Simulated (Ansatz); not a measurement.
Input of an Ansatz 0.2.0 run:

The input input.yaml:

```yaml
crystal:
  lattice:
    - [-2.574489719, 2.574489719, 1.3974126432]
    - [2.574489719, -2.574489719, 1.3974126432]
    - [2.574489719, 2.574489719, -1.3974126432]
  atoms:
    - { symbol: Ge, position: [0.5, 0.5, 0.0] }
    - { symbol: Ge, position: [0.25, 0.75, 0.5] }
hamiltonian:
  xc: pbesol
  pseudopotentials: { kind: paw }
kpoints:
  mp_grid: { grid: [8, 8, 8] }
scf:
  occupations: { method: fermi_dirac, width: 0.05 }
output:
  forces: true
  stress: true
elastic:
  mode: relaxed_ion
  stencil: two_point
```

Potentials or basis: Ansatz PAW.

Command:

```bash
$ ansatz run input.yaml --threads 2 --pin off --max-ram 5632MiB --backend cpu --events-out ev --progress --plain --runs-dir out
```

(1) Predict the Voigt bulk modulus.

(2) What does it give for the band gap on the k mesh?

(3) Predict the pressure.

## Answers

(1) 76 GPa.

(2) none (metal or under the smearing width).

(3) -0.8 GPa.

Caveat: elastic constants of metals need much finer meshes, so these are rough; the PAW data sets come from PBE, with cores solved anew for the run's functional, which leaves a small shift of forces and pressure.
